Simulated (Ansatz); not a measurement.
**Mg, fcc: how the functional moves the structure**

All rows: Ansatz, plane waves with scalar-relativistic PAW, 420 eV (500 eV for the SCAN forms), relaxed under each functional, no dispersion correction, no zero-point motion. B₀ comes from uniform scaling at fixed shape; a dash is a value not given.

```
functional  V (Å³/atom)         cell  B₀ (GPa)     magnetic state  ΔE to hcp (meV/atom)
       PBE        23.16  a = 4.525 Å        35  spin not included                    11
    r²SCAN        22.71  a = 4.495 Å        39  spin not included                    17
    PBEsol        22.67  a = 4.493 Å        36  spin not included                    12
       LDA        21.78  a = 4.433 Å        39  spin not included                    12
    revPBE        23.75  a = 4.563 Å        34  spin not included                    13
      RPBE        23.89  a = 4.572 Å        34  spin not included                    13
      BLYP        23.72  a = 4.561 Å        30  spin not included                    11
```

LDA gives the smallest volume and RPBE the largest.
